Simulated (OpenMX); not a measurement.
Si in OpenMX: convergence with ElectronicTemperature

Si:

```xyz
4
Lattice="3.8313 0.0000 0.0000 -1.9157 3.3180 0.0000 0.0000 0.0000 6.3326" Properties=species:S:1:pos:R:3 pbc="T T T"
Si    1.9326    1.1107    5.9313
Si    0.0055    2.1983    2.7854
Si    1.9297    1.1150    3.5557
Si   -0.0106    2.2188    0.3917
```

This isn't the form of Si at room conditions, which is diamond.

The cell isn't the ideal one: atoms moved at random, drawn with an rms of 0.02 Å.

```yaml
Program: OpenMX 3.8.5
Task: convergence study
Functional: LDA
Potentials_or_basis: OpenMX 2013 LDA set, Si7.0-s2p1d1, grid cutoff 300 Ry
k_mesh: 7 × 7 × 3
Occupations: fermi-dirac, width 0.25852 eV
Spin: no spin polarisation
```

These are the settings of the first run; the series varies ElectronicTemperature, with any setting tied to it.

Hardware: 1 thread of AMD EPYC 7R43 64-Core Processor (Zen 3) (shared host).

Problem. The values tried are 3000 K, 2000 K, 1200 K, 800 K, 500 K, 300 K, 150 K, 75 K, loosest first. From which on does the largest force stay within 0.005 eV/Å of the tightest run that finished?

Solution. From 2000 K on.

```csv
ElectronicTemperature,"energy less the tightest run, at zero smearing (meV/atom)",largest force (eV/Å),gap on the mesh (eV),SCF cycles,CPU time (s),peak memory (GiB)
3000 K,3.52,0.521,0.725,17,65,0.48
2000 K,0.85,0.526,0.722,17,66,0.47
1200 K,0.11,0.528,0.720,17,66,0.48
800 K,0.02,0.528,0.720,16,71,0.47
500 K,0.00,0.529,0.720,16,64,0.47
300 K,0.00,0.529,0.720,16,68,0.47
150 K,0.00,0.529,0.720,16,73,0.47
75 K,0.00,0.529,0.720,16,77,0.48
```

Against the tightest run, the energy stays within 1 meV/atom from 2000 K on; the gap on the mesh stays within 0.01 eV from 3000 K on. The tightest run that finished is the yardstick and may itself not be fully converged.

Caveat, for the tightest run too: an odd mesh through Γ misses points on the zone boundary, where band edges often lie; the basis of atomic orbitals isn't converged, which shifts pressures, moduli and gaps.
